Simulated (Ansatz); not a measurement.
Structure: a 2-atom cell of NaF from a published structure, at its r2SCAN minimum. Na is surrounded by 6 F at 2.30 Å; F is surrounded by 6 Na at 2.30 Å.

Space group Fm-3m (No. 225). a = 4.594 Å, b = 4.594 Å, c = 4.594 Å, α = 90.00°, β = 90.00°, γ = 90.00°
```tsv
atom	site	symmetry	x	y	z
Na	4a	m-3m	0.0000	0.0000	0.0000
F	4b	m-3m	0.5000	0.0000	0.0000
```

3 runs of the PAW code Ansatz on this cell differ in the functional (and in the settings that go with it). Levels are in eV from each run's valence top; v1 is the last filled band, c1 the first empty one.

Run A, mean stress -0.8 GPa (compression positive):

| point | v2 | v1 | c1 | c2 |
| --- | --- | --- | --- | --- |
| Γ | 0.00 | 0.00 | 12.83 | 25.89 |
| X | -0.47 | -0.47 | 19.70 | 20.13 |
| U | -0.92 | -0.43 | 19.49 | 20.12 |
| L | -0.30 | -0.30 | 17.42 | 19.49 |
| W | -0.97 | -0.64 | 19.98 | 19.98 |

Run B, mean stress +1.5 GPa (compression positive):

| point | v2 | v1 | c1 | c2 |
| --- | --- | --- | --- | --- |
| Γ | 0.00 | 0.00 | 8.63 | 21.50 |
| X | -0.44 | -0.44 | 15.56 | 15.75 |
| U | -0.89 | -0.41 | 15.25 | 15.77 |
| L | -0.28 | -0.28 | 13.18 | 15.08 |
| W | -0.93 | -0.62 | 15.69 | 15.69 |

Run C, mean stress +1.4 GPa (compression positive):

| point | v2 | v1 | c1 | c2 |
| --- | --- | --- | --- | --- |
| Γ | 0.00 | 0.00 | 9.40 | 22.30 |
| X | -0.45 | -0.45 | 16.33 | 16.53 |
| U | -0.90 | -0.41 | 16.02 | 16.56 |
| L | -0.29 | -0.29 | 13.96 | 15.87 |
| W | -0.94 | -0.62 | 16.47 | 16.47 |

Question: Match the runs to HSE06, DDH-PBE0, PBE0.

Answer: A is DDH-PBE0, B is HSE06, C is PBE0. In order of the gap: HSE06 8.63, PBE0 9.40, DDH-PBE0 12.83 eV.

Spin-unpolarised calculation; the starting structure is a published one, and the numbers are computed.

The program warns that its thresholds are loose for a hybrid's stress.

The meshes of the hybrids are coarse, so their gaps aren't converged to the digits shown.
